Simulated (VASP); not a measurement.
# Sn2Ge (P-3m1) in VASP: single point with r2SCAN

Aim: the single point of Sn2Ge with r2SCAN.

All numbers are computed with VASP 6.6.1; they aren't measurements. Logs are shortened: lines on timing, memory, paths and dates and some standing lists are left out, and cuts for length are marked.

**1. The structure**

The structure is trigonal, space group P-3m1 (No. 164). Conventional cell: a = 4.098 Å, b = 4.098 Å, c = 5.404 Å, α = 90.00°, β = 90.00°, γ = 120.00°. Sn (site symmetry 3m) is surrounded by 3 Ge at 2.86 Å and 3 Sn at 3.22 Å. Ge (site symmetry -3m) has 6 Sn at 2.86 Å as nearest neighbours.

The cell was built by a generator and needn't be a form met in nature.

**2. Single point, r2SCAN**

INCAR

```
  PREC = Accurate
  ENCUT = 520
  EDIFF = 1E-6
  ISMEAR = 0
  SIGMA = 0.1
  LREAL = F
  LASPH = T
  NELM = 150
  ALGO = Normal
  ISIF = 2
  LWAVE = F
  LCHARG = F
  METAGGA = R2SCAN
  LMIXTAU = T
  KPAR = 2
```

KPOINTS

```
Automatic mesh
0
Gamma
  10 10 8
```

POSCAR

```
Sn2Ge
1.0
    4.0984720000      0.0000000000      0.0000000000
   -2.0492360000      3.5493810000      0.0000000000
    0.0000000000      0.0000000000      5.4043800000
Sn Ge
2 1
Direct
    0.3333330000      0.6666670000      0.2017490000
    0.6666670000      0.3333330000      0.7982510000
    0.0000000000      0.0000000000      0.5000000000
```

Potentials or basis: VASP PAW PBE potentials, release 64 (Sn_d, Ge_d).

Command:

```
> cat potpaw_PBE.64/Sn_d/POTCAR potpaw_PBE.64/Ge_d/POTCAR > POTCAR
> mpirun -np 2 vasp_std > vasp.out
```

OUTCAR:

```text
PREC = Accurate
   ENCUT = 520
   EDIFF = 1E-6
   ISMEAR = 0
   LREAL = F
   LASPH = T
   NELM = 150
   ISIF = 2
   METAGGA = R2SCAN

 ion  position               nearest neighbor table
   1  0.333  0.667  0.202-   3 2.86   3 2.86   3 2.86   2 3.22   2 3.22   2 3.22
   2  0.667  0.333  0.798-   3 2.86   3 2.86   3 2.86   1 3.22   1 3.22   1 3.22
   3  0.000  0.000  0.500-   1 2.86   2 2.86   2 2.86   1 2.86   2 2.86   1 2.86

  LATTYP: Found a hexagonal cell.
 ALAT       =     4.0984720000
 C/A-ratio  =     1.3186328954

  Lattice vectors:

 A1 = (   4.0984720000,   0.0000000000,   0.0000000000)
 A2 = (  -2.0492360000,   3.5493810000,   0.0000000000)
 A3 = (   0.0000000000,   0.0000000000,   5.4043800000)

Analysis of symmetry for initial positions (statically):
=====================================================================
 Subroutine PRICEL returns:
 Original cell was already a primitive cell.

 Routine SETGRP: Setting up the symmetry group for a
 hexagonal supercell.

 Subroutine GETGRP returns: Found 12 space group operations
 (whereof 12 operations were pure point group operations)
 out of a pool of 24 trial point group operations.

The static configuration has the point symmetry D_3d.

Analysis of symmetry for dynamics (positions and initial velocities):
=====================================================================
 Subroutine PRICEL returns:
 Original cell was already a primitive cell.

 Routine SETGRP: Setting up the symmetry group for a
 hexagonal supercell.

 Subroutine GETGRP returns: Found 12 space group operations
 (whereof 12 operations were pure point group operations)
 out of a pool of 24 trial point group operations.

The dynamic configuration has the point symmetry D_3d.

 Subroutine INISYM returns: Found 12 space group operations
 (whereof 12 operations are pure point group operations),
 and found     1 'primitive' translations

----------------------------------------------------------------------------------------

                                     Primitive cell

  volume of cell :      78.6177

  direct lattice vectors                    reciprocal lattice vectors
     4.098472000  0.000000000  0.000000000     0.243993371  0.140869633  0.000000000
    -2.049236000  3.549381000  0.000000000     0.000000000  0.281739267  0.000000000
     0.000000000  0.000000000  5.404380000     0.000000000  0.000000000  0.185035101

  length of vectors
     4.098472000  4.098472114  5.404380000     0.281739274  0.281739267  0.185035101

  position of ions in fractional coordinates (direct lattice)
     0.333333000  0.666667000  0.201749000
     0.666667000  0.333333000  0.798251000
     0.000000000  0.000000000  0.500000000

  ion indices of the primitive-cell ions
   primitive index   ion index
                 1           1
                 2           2
                 3           3

----------------------------------------------------------------------------------------

 KPOINTS: Automatic mesh

Automatic generation of k-mesh.
 Grid dimensions read from file:
 generate k-points for:   10   10    8

 Generating k-lattice:

  Cartesian coordinates                     Fractional coordinates (reciprocal lattice)
     0.024399337  0.014086963  0.000000000     0.100000000  0.000000000  0.000000000
     0.000000000  0.028173927  0.000000000     0.000000000  0.100000000  0.000000000
     0.000000000  0.000000000  0.023129388     0.000000000  0.000000000  0.125000000

  Length of vectors
     0.028173927  0.028173927  0.023129388

  Shift w.r.t. Gamma in fractional coordinates (k-lattice)
     0.000000000  0.000000000  0.000000000

 Subroutine IBZKPT returns following result:
 ===========================================

 Found     94 irreducible k-points:

 Following reciprocal coordinates:
            Coordinates               Weight
  0.000000  0.000000  0.000000      1.000000
  0.100000 -0.000000  0.000000      6.000000
  0.200000 -0.000000  0.000000      6.000000
  0.300000 -0.000000  0.000000      6.000000
  0.400000 -0.000000  0.000000      6.000000
  0.500000 -0.000000  0.000000      3.000000
[... 16 lines left out ...]
  0.000000  0.400000  0.125000      6.000000
  0.500000 -0.000000  0.125000      6.000000
 [... further k-points ...]
   k-points           NKPTS =     94   k-points in BZ     NKDIM =     94   number of bands    NBANDS=     25
   number of dos      NEDOS =    301   number of ions     NIONS =      3
   total plane-waves  NPLWV =  36000
   dimension x,y,z NGX =    30 NGY =   30 NGZ =   40
   dimension x,y,z NGXF=    60 NGYF=   60 NGZF=   80
   ions per type =               2   1
   NGX,Y,Z   is equivalent  to a cutoff of  12.17, 12.17, 12.30 a.u.
   NGXF,Y,Z  is equivalent  to a cutoff of  24.34, 24.34, 24.61 a.u.
 SYSTEM =  unknown system
   PREC   = accura    normal or accurate (medium, high low for compatibility)
   ISTART =      0    job   : 0-new  1-cont  2-samecut
   ICHARG =      2    charge: 1-file 2-atom 10-const
   ISPIN  =      1    spin polarized calculation?
   LNONCOLLINEAR =      F non collinear calculations
   LSORBIT =      F    spin-orbit coupling
   LASPH  =      T    aspherical Exc in radial PAW
   ENCUT  =  520.0 eV  38.22 Ry    6.18 a.u.   7.62  7.62 10.05*2*pi/ulx,y,z
   NELM   =    150;   NELMIN=  2; NELMDL= -5     # of ELM steps
   EDIFF  = 0.1E-05   stopping-criterion for ELM
   LREAL  =      F    real-space projection
   EDIFFG = 0.1E-04   stopping-criterion for IOM
   NSW    =      0    number of steps for IOM
   IBRION =     -1    ionic relax: 0-MD 1-quasi-New 2-CG
   NFREE  =      0    steps in history (QN), initial steepest desc. (CG)
   ISIF   =      2    stress and relaxation
   ISYM   =      2    0-nonsym 1-usesym 2-fastsym
   POTIM  = 0.5000    time-step for ionic-motion
   TEBEG  =    0.0;   TEEND  =   0.0 temperature during run
   PSTRESS=    0.0 pullay stress
   NELECT =      42.0000    total number of electrons
   NUPDOWN=      -1.0000    fix difference up-down
   EMIN   =  10.00;   EMAX   =-10.00  energy-range for DOS
   EFERMI =   0.00;   METHOD = LEGACY
   ISMEAR =     0;   SIGMA  =   0.10  broadening in eV -4-tet -1-fermi 0-gaus
   EFERMI_NEDOS =   21; number of points for ismear=-14 and -15
   IALGO  =     38    algorithm
   IMIX   =      4    mixing-type and parameters
     AMIX     =   0.40;   BMIX     =  1.00
     AMIX_MAG =   1.60;   BMIX_MAG =  1.00
  volume/ion in A,a.u.               =      26.21       176.85
  Fermi-wavevector in a.u.,A,eV,Ry     =   1.328366  2.510248 24.008247  1.764556
  Thomas-Fermi vector in A             =   2.457609
   LORBIT       =      0    0 simple, 1 ext, 2 COOP (PROOUT), +10 PAW based schemes
   METAGGA = R2SCAN    functional components
   LHFCALC =     F    Hartree Fock is set to
   AEXX    =    0.0000 exact exchange contribution
   IVDW    =     0    specifies the selected vdW correction
   LEPSILON=     F    determine dielectric tensor
   LRPA    =     F    only Hartree local field effects (RPA)
 non-spin polarized calculation
 Gauss-broadening in eV      SIGMA  =   0.10
  energy-cutoff  :      520.00
  volume of cell :       78.62
 maximum number of plane-waves:      2168
   NGX = 15   NGY = 15   NGZ = 21

 number of electron      41.9999997 magnetization

 Free energy of the ion-electron system (eV)
  ---------------------------------------------------
  ext. energy  EPLUGINS =         0.00000000
  ---------------------------------------------------
  free energy    TOTEN  =       -62.77119572 eV

  energy without entropy =      -62.76470845  energy(sigma->0) =      -62.76795208

 E-fermi :   6.6836     XC(G=0): -10.9879

 val. band max:        6.6687601108   @ k =  -0.2000   0.5000   0.2500
 cond. band min:       6.6877483970   @ k =   0.5000  -0.0000   0.5000
 fundamental gap:      0.0189882862
 Fermi energy:         6.6836437363

 k-point     1 :       0.0000    0.0000    0.0000
  band No.  band energies     occupation
      1     -18.3883      2.00000
      2     -18.3883      2.00000
      3     -18.3636      2.00000
      4     -18.3607      2.00000
      5     -18.3607      2.00000
      6     -15.5206      2.00000
[... 17 lines left out ...]
     24      10.0044      0.00000
     25      12.6341      0.00000

 k-point     2 :       0.1000   -0.0000    0.0000
  band No.  band energies     occupation
      1     -18.3880      2.00000
      2     -18.3879      2.00000
      3     -18.3633      2.00000
      4     -18.3607      2.00000
      5     -18.3602      2.00000
      6     -15.5216      2.00000
[... 17 lines left out ...]
     24      11.0459      0.00000
     25      11.6121      0.00000

 k-point     3 :       0.2000   -0.0000    0.0000
  band No.  band energies     occupation
      1     -18.3874      2.00000
      2     -18.3869      2.00000
      3     -18.3628      2.00000
      4     -18.3605      2.00000
      5     -18.3591      2.00000
      6     -15.5245      2.00000
[... 17 lines left out ...]
     24      10.7369      0.00000
     25      11.7143      0.00000

 k-point     4 :       0.3000   -0.0000    0.0000
  band No.  band energies     occupation
      1     -18.3866      2.00000
      2     -18.3858      2.00000
      3     -18.3629      2.00000
      4     -18.3595      2.00000
      5     -18.3577      2.00000
      6     -15.5284      2.00000
[... 17 lines left out ...]
     24      10.3737      0.00000
     25      11.1882      0.00000
[... 477 lines left out ...]
 k-point    22 :       0.4000   -0.0000    0.1250
  band No.  band energies     occupation
      1     -18.3861      2.00000
      2     -18.3851      2.00000
      3     -18.3631      2.00000
      4     -18.3584      2.00000
      5     -18.3565      2.00000
      6     -15.5258      2.00000
[... 17 lines left out ...]
     24       9.7275      0.00000
     25      11.1017      0.00000

 k-point    23 :       0.0000    0.4000    0.1250
  band No.  band energies     occupation
      1     -18.3860      2.00000
      2     -18.3850      2.00000
      3     -18.3632      2.00000
      4     -18.3584      2.00000
      5     -18.3564      2.00000
      6     -15.5324      2.00000
[... 17 lines left out ...]
     24       9.5922      0.00000
     25      10.7497      0.00000

 k-point    24 :       0.5000   -0.0000    0.1250
  band No.  band energies     occupation
      1     -18.3859      2.00000
      2     -18.3847      2.00000
      3     -18.3633      2.00000
      4     -18.3580      2.00000
      5     -18.3560      2.00000
      6     -15.5300      2.00000
[... 17 lines left out ...]
     24       9.5113      0.00000
     25      10.7518      0.00000

 [... further k-points ...]

------------------------ aborting loop because EDIFF is reached ----------------------------------------

  FORCE on cell =-STRESS in cart. coord.  units (eV):
  Direction    XX          YY          ZZ          XY          YZ          ZX
  --------------------------------------------------------------------------------------
  -------------------------------------------------------------------------------------
  Total       -0.8270513     -0.8270514     -1.0258150      0.0000000      0.0000000      0.0000000
  in kB      -16.8547602    -16.8547614    -20.9054325      0.0000000      0.0000000      0.0000000
  external PRESSURE =     -18.2049847 kB  Pullay stress =       0.0000000 kB

 VOLUME and BASIS-vectors are now :
 -----------------------------------------------------------------------------
  energy-cutoff  :      520.00
  volume of cell :       78.62
      direct lattice vectors                 reciprocal lattice vectors
     4.098472000  0.000000000  0.000000000     0.243993371  0.140869633  0.000000000
    -2.049236000  3.549381000  0.000000000     0.000000000  0.281739267  0.000000000
     0.000000000  0.000000000  5.404380000     0.000000000  0.000000000  0.185035101

 POSITION                                       TOTAL-FORCE (eV/Angst)
 -----------------------------------------------------------------------------------
     -0.00000      2.36626      1.09033         0.000000      0.000000      0.098200
      2.04924      1.18313      4.31405        -0.000000      0.000000     -0.098200
      0.00000      0.00000      2.70219        -0.000000      0.000000      0.000000
 -----------------------------------------------------------------------------------
    total drift:                                0.000000      0.000000      0.000000

  FREE ENERGIE OF THE ION-ELECTRON SYSTEM (eV)
  ---------------------------------------------------
  free  energy   TOTEN  =       -62.7711957174 eV

  energy  without entropy=      -62.7647084523  energy(sigma->0) =      -62.76795208
```

Run time: 2.9 min. Hardware: 2 MPI ranks of Intel Xeon 6975P-C (Granite Rapids), shared host; peak memory 0.3 GiB.

Results:

```yaml
Free_energy: -62.7712 eV
Pressure: -1.8 GPa
Largest_force: 0.098 eV/Å
Band_gap_on_the_k_mesh: none (metal or under the smearing width)
```

Forces on the atoms (eV/Å):
```
Sn   0.000  0.000  0.098
Sn   0.000  0.000 -0.098
Ge   0.000  0.000  0.000
```

Caveat: the PAW data sets were made with another functional, which shifts forces and pressure a little.
